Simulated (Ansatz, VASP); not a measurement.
# One calculation of Ni, two programs

```
Ni
1.0
     3.98249    0.00000    0.00000
    -1.99125    3.44894    0.00000
     0.00000    0.00000    2.39516
Ni
3
Direct
  0.00000 0.00000 0.00000
  0.33333 0.66667 0.50000
  0.66667 0.33333 0.50000
```

Alike in both runs: task single point; functional PBEsol; k mesh 10 × 10 × 15; occupations fermi-dirac, width 0.1 eV; no spin polarisation.

|  | VASP | Ansatz |
| --- | --- | --- |
| version | VASP 6.6.1 | Ansatz 0.2.0 |
| potentials or method | VASP PAW PBE potentials, release 64 (Ni) | plane waves (420 eV) with PAW, scalar-relativistic |
| plane-wave cutoff (eV) | 520 | 420 |
| valence electrons in the cell | 30 | 54 |

Ansatz gave:

```
pressure (GPa)                                  : -7.9
largest component of the traceless stress (GPa) : 0.09
```

Q: What did VASP give for the same quantities?

A: Pressure (GPa): -7.8; largest component of the traceless stress (GPa): 0.03.

The two sets of potentials don't hold the same shells in valence. Ansatz warned: «pseudo_functional_mismatch».

Caveats: the PAW data sets were made with another functional, which shifts forces and pressure a little (VASP); the run has no spin polarisation, though such a crystal can be magnetic. Spin polarisation is off, so any magnetic state and its effect on volume and gap are missing.
